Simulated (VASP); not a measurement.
# W (Im-3m) in VASP: elastic constants with PBEsol

Aim: the elastic constants of W with PBEsol.

Everything below comes from runs of VASP 6.6.1. Logs are shortened: lines on timing, memory, paths and dates and some standing lists are left out, and cuts for length are marked.

## (1) Starting point

The structure is cubic, space group Im-3m (No. 229). Conventional cell: a = 3.201 Å, b = 3.201 Å, c = 3.201 Å, α = 90.00°, β = 90.00°, γ = 90.00°. W (site symmetry m-3m) has 8 W at 2.77 Å as nearest neighbours.

## (2) Elastic constants, PBEsol

The input, POSCAR:

```
W
1.0
   -1.6007500000      1.6007500000      1.6007500000
    1.6007500000     -1.6007500000      1.6007500000
    1.6007500000      1.6007500000     -1.6007500000
W
1
Direct
    0.0000000000      0.0000000000      0.0000000000
```

The input, INCAR.step1:

```
PREC     = Accurate       # precision mode
ENCUT    = 600            # plane-wave cutoff, eV
EDIFF    = 1E-8           # SCF threshold, eV
ISMEAR   = 0              # smearing method
SIGMA    = 0.1            # smearing width, eV
LREAL    = False          # projectors in reciprocal space
LASPH    = True           # aspherical terms in the spheres
NELM     = 100            # most SCF steps
ALGO     = Normal         # electronic algorithm
ISIF     = 3              # what is computed and relaxed
LWAVE    = False          # write WAVECAR
LCHARG   = False          # write CHGCAR
GGA      = PS             # functional
IBRION   = 2              # ionic algorithm
NSW      = 40             # ionic steps
EDIFFG   = -0.002         # ionic threshold
```

The input, INCAR.step2:

```
PREC     = Accurate       # precision mode
ENCUT    = 600            # plane-wave cutoff, eV
EDIFF    = 1E-8           # SCF threshold, eV
ISMEAR   = 0              # smearing method
SIGMA    = 0.1            # smearing width, eV
LREAL    = False          # projectors in reciprocal space
LASPH    = True           # aspherical terms in the spheres
NELM     = 100            # most SCF steps
ALGO     = Normal         # electronic algorithm
ISIF     = 3              # what is computed and relaxed
LWAVE    = False          # write WAVECAR
LCHARG   = False          # write CHGCAR
GGA      = PS             # functional
IBRION   = 6              # ionic algorithm
NFREE    = 2            
POTIM    = 0.015          # step
NSW      = 1              # ionic steps
```

The input, KPOINTS:

```
Automatic mesh
0
Gamma
  18 18 18
```

Potentials or basis: VASP PAW PBE potentials, release 64 (W_sv).

The run is started by

```
$ cat potpaw_PBE.64/W_sv/POTCAR > POTCAR
$ cp INCAR.step1 INCAR
$ mpirun -np 1 vasp_std > vasp.out
$ cp CONTCAR POSCAR
$ cp INCAR.step2 INCAR
$ mpirun -np 1 vasp_std > vasp.out
```

OUTCAR:

```text
PREC = Accurate
   ENCUT = 600
   EDIFF = 1E-8
   ISMEAR = 0
   LREAL = False
   LASPH = True
   NELM = 100
   ISIF = 3
   GGA = PS
   IBRION = 6
   NFREE = 2
   POTIM = 0.015
   NSW = 1

 ion  position               nearest neighbor table
   1  0.000  0.000  0.000-

  LATTYP: Found a body centered cubic cell.
 ALAT       =     3.1566007884

  Lattice vectors:

 A1 = (  -1.5783003942,   1.5783003942,   1.5783003942)
 A2 = (   1.5783003942,  -1.5783003942,   1.5783003942)
 A3 = (   1.5783003942,   1.5783003942,  -1.5783003942)

Analysis of symmetry for initial positions (statically):
=====================================================================
 Subroutine PRICEL returns:
 Original cell was already a primitive cell.

 Routine SETGRP: Setting up the symmetry group for a
 body centered cubic supercell.

 Subroutine GETGRP returns: Found 48 space group operations
 (whereof 48 operations were pure point group operations)
 out of a pool of 48 trial point group operations.

The static configuration has the point symmetry O_h .

Analysis of symmetry for dynamics (positions and initial velocities):
=====================================================================
 Subroutine PRICEL returns:
 Original cell was already a primitive cell.

 Routine SETGRP: Setting up the symmetry group for a
 body centered cubic supercell.

 Subroutine GETGRP returns: Found 48 space group operations
 (whereof 48 operations were pure point group operations)
 out of a pool of 48 trial point group operations.

The dynamic configuration has the point symmetry O_h .

 Subroutine INISYM returns: Found 48 space group operations
 (whereof 48 operations are pure point group operations),
 and found     1 'primitive' translations

----------------------------------------------------------------------------------------

                                     Primitive cell

  volume of cell :      15.7264

  direct lattice vectors                    reciprocal lattice vectors
    -1.578300394  1.578300394  1.578300394     0.000000000  0.316796474  0.316796474
     1.578300394 -1.578300394  1.578300394     0.316796474  0.000000000  0.316796474
     1.578300394  1.578300394 -1.578300394     0.316796474  0.316796474  0.000000000

  length of vectors
     2.733696472  2.733696472  2.733696472     0.448017870  0.448017870  0.448017870

  position of ions in fractional coordinates (direct lattice)
     0.000000000  0.000000000  0.000000000

  ion indices of the primitive-cell ions
   primitive index   ion index
                 1           1

----------------------------------------------------------------------------------------

 KPOINTS: Automatic mesh

Automatic generation of k-mesh.
 Grid dimensions read from file:
 generate k-points for:   18   18   18

 Generating k-lattice:

  Cartesian coordinates                     Fractional coordinates (reciprocal lattice)
     0.000000000  0.017599804  0.017599804     0.055555556  0.000000000  0.000000000
     0.017599804  0.000000000  0.017599804     0.000000000  0.055555556  0.000000000
     0.017599804  0.017599804  0.000000000     0.000000000  0.000000000  0.055555556

  Length of vectors
     0.024889882  0.024889882  0.024889882

  Shift w.r.t. Gamma in fractional coordinates (k-lattice)
     0.000000000  0.000000000  0.000000000

[... 98 lines left out ...]
  ---------------------------------------------------
  free energy    TOTEN  =       -13.80173911 eV

  energy without entropy =      -13.79829916  energy(sigma->0) =      -13.80001913

------------------------ aborting loop because EDIFF is reached ----------------------------------------

  FORCE on cell =-STRESS in cart. coord.  units (eV):
  Direction    XX          YY          ZZ          XY          YZ          ZX
  --------------------------------------------------------------------------------------
  -------------------------------------------------------------------------------------
  Total       -0.0000973     -0.0000973     -0.0000973      0.0000000      0.0000000     -0.0000000
  in kB       -0.0099102     -0.0099102     -0.0099102      0.0000000      0.0000000     -0.0000000
  external PRESSURE =      -0.0099102 kB  Pullay stress =       0.0000000 kB
[... 86 lines left out ...]
  FREE ENERGIE OF THE ION-ELECTRON SYSTEM (eV)
  ---------------------------------------------------
  free  energy   TOTEN  =       -13.7957785439 eV

  energy  without entropy=      -13.7925695248  energy(sigma->0) =      -13.79417403

[... ionic steps 4 to 12 ...]

--------------------------------------- Ionic step       13  -------------------------------------------

 number of electron      14.0000001 magnetization

------------------------ aborting loop because EDIFF is reached ----------------------------------------
[... 65 lines left out ...]
--------------------------------------- Ionic step       15  -------------------------------------------

 number of electron      14.0000001 magnetization

 Free energy of the ion-electron system (eV)
  ---------------------------------------------------
  ext. energy  EPLUGINS =         0.00000000
  ---------------------------------------------------
  free energy    TOTEN  =       -13.80173869 eV

  energy without entropy =      -13.79829874  energy(sigma->0) =      -13.80001872

 E-fermi :  11.3819     XC(G=0): -13.8056

 val. band max:       11.3733580988   @ k =  -0.1667   0.1667   0.0556
 cond. band min:      11.3825970477   @ k =  -0.2778   0.3333   0.2222
 fundamental gap:      0.0092389489
 Fermi energy:        11.3819054122

 k-point     1 :       0.0000    0.0000    0.0000
  band No.  band energies     occupation
      1     -62.7437      2.00000
      2     -26.2898      2.00000
      3     -26.2898      2.00000
      4     -26.2898      2.00000
      5       1.6926      2.00000
      6      10.1426      2.00000
      7      10.1426      2.00000
      8      10.1426      2.00000
      9      13.6451      0.00000
     10      13.6451      0.00000
     11      25.9494      0.00000
[... 309 lines left out ...]
 k-point    24 :       0.3889    0.1111    0.0000
  band No.  band energies     occupation
      1     -62.6040      2.00000
      2     -27.5363      2.00000
      3     -26.7573      2.00000
      4     -26.3565      2.00000
      5       5.4950      2.00000
      6       7.9342      2.00000
      7      10.8182      2.00000
      8      13.4254      0.00000
      9      14.7724      0.00000
     10      17.9061      0.00000
     11      22.4132      0.00000

 [... further k-points ...]

------------------------ aborting loop because EDIFF is reached ----------------------------------------

  FORCE on cell =-STRESS in cart. coord.  units (eV):
  Direction    XX          YY          ZZ          XY          YZ          ZX
  --------------------------------------------------------------------------------------
  -------------------------------------------------------------------------------------
  Total       -0.0001026     -0.0001026     -0.0001026      0.0000000     -0.0000000     -0.0000000
  in kB       -0.0104577     -0.0104577     -0.0104577      0.0000000     -0.0000000     -0.0000000
  external PRESSURE =      -0.0104577 kB  Pullay stress =       0.0000000 kB
[... 16 lines left out ...]
  FREE ENERGIE OF THE ION-ELECTRON SYSTEM (eV)
  ---------------------------------------------------
  free  energy   TOTEN  =       -13.8017386938 eV

  energy  without entropy=      -13.7982987426  energy(sigma->0) =      -13.80001872

 INTERNAL STRAIN TENSORS FROM STRAINED CELLS
 ============================================

 INTERNAL STRAIN TENSOR FOR ION    1 for displacements in x,y,z  (eV/Angst):
          X           Y           Z          XY          YZ          ZX
  --------------------------------------------------------------------------------
  x    -0.00000     0.00000    -0.00000     0.00000    -0.00000     0.00000
  y    -0.00000    -0.00000    -0.00000     0.00000     0.00000     0.00000
  z     0.00000     0.00000    -0.00000     0.00000    -0.00000     0.00000

 INTERNAL STRAIN TENSORS FROM DISPLACED ATOMS
 ============================================

 INTERNAL STRAIN TENSOR FOR ION    1 for displacements in x,y,z  (eV/Angst):
          X           Y           Z          XY          YZ          ZX
  --------------------------------------------------------------------------------
  x     0.00000     0.00000     0.00000     0.00000     0.00000     0.00000
  y     0.00000     0.00000     0.00000     0.00000     0.00000     0.00000
  z     0.00000     0.00000     0.00000     0.00000     0.00000     0.00000

 Eigenvectors and eigenvalues of the dynamical matrix
 ----------------------------------------------------

   1 f/i=    0.000000 THz     0.000000 2PiTHz    0.000000 cm-1     0.000000 meV
             X         Y         Z           dx          dy          dz
      0.000000  0.000000  0.000000     0.780869    0.624695    0.000000

   2 f/i=    0.000000 THz     0.000000 2PiTHz    0.000000 cm-1     0.000000 meV
             X         Y         Z           dx          dy          dz
      0.000000  0.000000  0.000000     0.000000    0.000000    1.000000

   3 f/i=    0.000000 THz     0.000000 2PiTHz    0.000000 cm-1     0.000000 meV
             X         Y         Z           dx          dy          dz
      0.000000  0.000000  0.000000     0.624695   -0.780869    0.000000

--------------------------------------------------------------------------------------------------------

 ELASTIC MODULI CONTR FROM IONIC RELAXATION (kBar)
 Direction    XX          YY          ZZ          XY          YZ          ZX
 --------------------------------------------------------------------------------
 XX           0.0000      0.0000      0.0000      0.0000      0.0000      0.0000
 YY           0.0000      0.0000      0.0000      0.0000      0.0000      0.0000
 ZZ           0.0000      0.0000      0.0000      0.0000      0.0000      0.0000
 XY           0.0000      0.0000      0.0000      0.0000      0.0000      0.0000
 YZ           0.0000      0.0000      0.0000      0.0000      0.0000      0.0000
 ZX           0.0000      0.0000      0.0000      0.0000      0.0000      0.0000
 --------------------------------------------------------------------------------

 TOTAL ELASTIC MODULI (kBar)
 Direction    XX          YY          ZZ          XY          YZ          ZX
 --------------------------------------------------------------------------------
 XX        5246.8319   2305.6427   2305.6427      0.0000      0.0000      0.0000
 YY        2305.6427   5246.8319   2305.6427      0.0000      0.0000     -0.0000
 ZZ        2305.6427   2305.6427   5246.8319     -0.0000     -0.0000     -0.0000
 XY           0.0000      0.0000     -0.0000   1479.8916      0.0000     -0.0000
 YZ           0.0000      0.0000     -0.0000      0.0000   1479.8916      0.0000
 ZX           0.0000     -0.0000     -0.0000     -0.0000      0.0000   1479.8916
 --------------------------------------------------------------------------------
```

It took 26 min on 1 thread of AMD EPYC 7R13 (Zen 3), shared host; peak memory 0.61 GiB.

What came out:

```yaml
Relaxed_volume: 15.73 Å³/atom
Relaxed_cell: a = 2.734 Å, b = 2.734 Å, c = 2.734 Å, α = 109.47°, β = 109.47°, γ = 109.47°
Space_group_after_relaxing_to_0.05_Å: Im-3m (No. 229)
Elastic_constants_C11_C12_C44: 525, 231, 148 GPa
Voigt_bulk_modulus: 329 GPa
```

The path:
| step | energy change (eV) | largest force (eV/Å) | pressure (GPa) | volume (Å³) |
| --- | --- | --- | --- | --- |
| 1 | 0.0000 | 0.0000 | -12.69 | 16.41 |
| 2 | 0.3840 | 0.0000 | 67.37 | 13.51 |
| 3 | -0.0279 | 0.0000 | -1.02 | 15.78 |
| 4 | -0.0280 | 0.0000 | -0.16 | 15.73 |
| 5 | -0.0280 | 0.0000 | 0.11 | 15.72 |
| 6 | -0.0280 | 0.0000 | -0.33 | 15.74 |
| 7 | -0.0280 | 0.0000 | 0.01 | 15.73 |

Final structure:
```xyz
1
Lattice="-1.5783 1.5783 1.5783 1.5783 -1.5783 1.5783 1.5783 1.5783 -1.5783" Properties=species:S:1:pos:R:3 pbc="T T T"
W     0.0000    0.0000    0.0000
```

Elastic tensor in Voigt notation (GPa, in the Cartesian axes of the cell as first typed):
```
525 231 231   0   0   0
231 525 231   0   0   0
231 231 525   0   0   0
  0   0   0 148   0   0
  0   0   0   0 148   0
  0   0   0   0   0 148
```

Clamped-ion elastic tensor (GPa):
```
525 231 231   0   0   0
231 525 231   0   0   0
231 231 525   0   0   0
  0   0   0 148   0   0
  0   0   0   0 148   0
  0   0   0   0   0 148
```

Caveat: the PAW data sets were made with another functional, which shifts forces and pressure a little. The run has no spin-orbit coupling, so splittings on W are missing.
